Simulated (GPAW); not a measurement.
An input for GPAW 26.7.0 (La):

Contents of run.py:

```python
import spglib
from ase import Atoms
from ase.eos import EquationOfState
from ase.io import Trajectory, read
from ase.units import GPa
from gpaw import GPAW, PW

atoms = read('La.cif')
cell, positions, numbers = spglib.find_primitive(
    (atoms.cell[:], atoms.get_scaled_positions(), atoms.numbers), symprec=1e-4)
atoms = Atoms(numbers, cell=cell, scaled_positions=positions, pbc=True)

traj = Trajectory('eos.traj', 'w')
volumes, energies = [], []
for x in [0.94, 0.96, 0.98, 1.0, 1.02, 1.04, 1.06]:
    a = atoms.copy()
    a.set_cell(atoms.cell * x**(1 / 3), scale_atoms=True)
    calc = GPAW(mode=PW(1600),
                xc='LDA',
                kpts={'size': (7, 7, 7), 'gamma': True},
                occupations={'name': 'fermi-dirac', 'width': 0.05},
                setups='hgh',
                nbands=-11,
                convergence={'density': 1e-05, 'energy': 1e-05},
                maxiter=150,
                txt=f'eos-{x:.2f}.txt')
    a.calc = calc
    energies.append(a.get_potential_energy(force_consistent=True))
    volumes.append(a.get_volume())
    p = -a.get_stress()[:3].mean() / GPa
    calc.write(f'eos-{x:.2f}.gpw')
    traj.write(a)
    print(f'{x:.2f} {volumes[-1]:10.4f} A^3 {energies[-1]:14.6f} eV {p:9.3f} GPa', flush=True)

v0, e0, B = EquationOfState(volumes, energies, eos='birchmurnaghan').fit()
print(f'V0 = {v0:.4f} A^3, E0 = {e0:.6f} eV, B0 = {B / GPa:.2f} GPa')
```

La.cif

```cif
data_La
_cell_length_a 4.24766214
_cell_length_b 4.24766214
_cell_length_c 4.24766214
_cell_angle_alpha 90.00000000
_cell_angle_beta 90.00000000
_cell_angle_gamma 90.00000000
_space_group_name_H-M_alt 'Im-3m'
_space_group_name_Hall '-I 4 2 3'
_space_group_IT_number 229
loop_
_space_group_symop_operation_xyz
'x,y,z'
'-x,-y,-z'
'-y,x,z'
'y,-x,-z'
'-x,-y,z'
'x,y,-z'
'y,-x,z'
'-y,x,-z'
'x,-y,-z'
'-x,y,z'
'-y,-x,-z'
'y,x,z'
'-x,y,-z'
'x,-y,z'
'y,x,-z'
'-y,-x,z'
'z,x,y'
'-z,-x,-y'
'z,-y,x'
'-z,y,-x'
'z,-x,-y'
'-z,x,y'
'z,y,-x'
'-z,-y,x'
'-z,x,-y'
'z,-x,y'
'-z,-y,-x'
'z,y,x'
'-z,-x,y'
'z,x,-y'
'-z,y,x'
'z,-y,-x'
'y,z,x'
'-y,-z,-x'
'x,z,-y'
'-x,-z,y'
'-y,z,-x'
'y,-z,x'
'-x,z,y'
'x,-z,-y'
'-y,-z,x'
'y,z,-x'
'-x,-z,-y'
'x,z,y'
'y,-z,-x'
'-y,z,x'
'x,-z,y'
'-x,z,-y'
'x+1/2,y+1/2,z+1/2'
'-x+1/2,-y+1/2,-z+1/2'
'-y+1/2,x+1/2,z+1/2'
'y+1/2,-x+1/2,-z+1/2'
'-x+1/2,-y+1/2,z+1/2'
'x+1/2,y+1/2,-z+1/2'
'y+1/2,-x+1/2,z+1/2'
'-y+1/2,x+1/2,-z+1/2'
'x+1/2,-y+1/2,-z+1/2'
'-x+1/2,y+1/2,z+1/2'
'-y+1/2,-x+1/2,-z+1/2'
'y+1/2,x+1/2,z+1/2'
'-x+1/2,y+1/2,-z+1/2'
'x+1/2,-y+1/2,z+1/2'
'y+1/2,x+1/2,-z+1/2'
'-y+1/2,-x+1/2,z+1/2'
'z+1/2,x+1/2,y+1/2'
'-z+1/2,-x+1/2,-y+1/2'
'z+1/2,-y+1/2,x+1/2'
'-z+1/2,y+1/2,-x+1/2'
'z+1/2,-x+1/2,-y+1/2'
'-z+1/2,x+1/2,y+1/2'
'z+1/2,y+1/2,-x+1/2'
'-z+1/2,-y+1/2,x+1/2'
'-z+1/2,x+1/2,-y+1/2'
'z+1/2,-x+1/2,y+1/2'
'-z+1/2,-y+1/2,-x+1/2'
'z+1/2,y+1/2,x+1/2'
'-z+1/2,-x+1/2,y+1/2'
'z+1/2,x+1/2,-y+1/2'
'-z+1/2,y+1/2,x+1/2'
'z+1/2,-y+1/2,-x+1/2'
'y+1/2,z+1/2,x+1/2'
'-y+1/2,-z+1/2,-x+1/2'
'x+1/2,z+1/2,-y+1/2'
'-x+1/2,-z+1/2,y+1/2'
'-y+1/2,z+1/2,-x+1/2'
'y+1/2,-z+1/2,x+1/2'
'-x+1/2,z+1/2,y+1/2'
'x+1/2,-z+1/2,-y+1/2'
'-y+1/2,-z+1/2,x+1/2'
'y+1/2,z+1/2,-x+1/2'
'-x+1/2,-z+1/2,-y+1/2'
'x+1/2,z+1/2,y+1/2'
'y+1/2,-z+1/2,-x+1/2'
'-y+1/2,z+1/2,x+1/2'
'x+1/2,-z+1/2,y+1/2'
'-x+1/2,z+1/2,-y+1/2'
loop_
_atom_site_label
_atom_site_type_symbol
_atom_site_symmetry_multiplicity
_atom_site_Wyckoff_symbol
_atom_site_fract_x
_atom_site_fract_y
_atom_site_fract_z
_atom_site_occupancy
La1 La 2 a 0.0000000000 0.0000000000 0.0000000000 1
```

Potentials or basis: HGH pseudopotentials, pw.

The run is started by

```sh
$ OMP_NUM_THREADS=1 python run.py
```

Does this run start?

The run stopped without a result. It printed:

Output:

```text
__  _  _
 | _ |_)|_||  |
 |__||  | ||/\| - 26.7.0

Input parameters:
  mode=PW(ecut=1600.0),
  convergence={'density': 1e-05, 'energy': 1e-05},
  kpts=MonkhorstPack(size=(7, 7, 7), gamma=True),
  maxiter=150,
  nbands=-11,
  occupations=Occupations(name='fermi-dirac', width=0.05),
  setups={'default': 'hgh'},
  xc=XC(name='LDA')
```

On the terminal:

```text
Traceback (most recent call last):
  File "run.py", line 28, in <module>
  File "ase/atoms.py", line 1968, in get_potential_energy
  File "new/ase_interface.py", line 292, in get_potential_energy
  File "new/ase_interface.py", line 215, in calculate_property
  File "new/ase_interface.py", line 153, in iconverge
  File "new/ase_interface.py", line 258, in create_new_calculation
  File "new/calculation.py", line 158, in from_parameters
  File "new/calculation.py", line 135, in __init__
  File "dft.py", line 987, in create_dft_calculation_components
  File "dft.py", line 973, in dft_component_builder
  File "dft.py", line 136, in dft_components_builder
  File "pw/builder.py", line 37, in __init__
  File "pwfd/builder.py", line 20, in __init__
  File "new/builder.py", line 96, in __init__
  File "setup.py", line 1323, in __init__
  File "setup.py", line 50, in create_setup
KeyError: 'La'
```
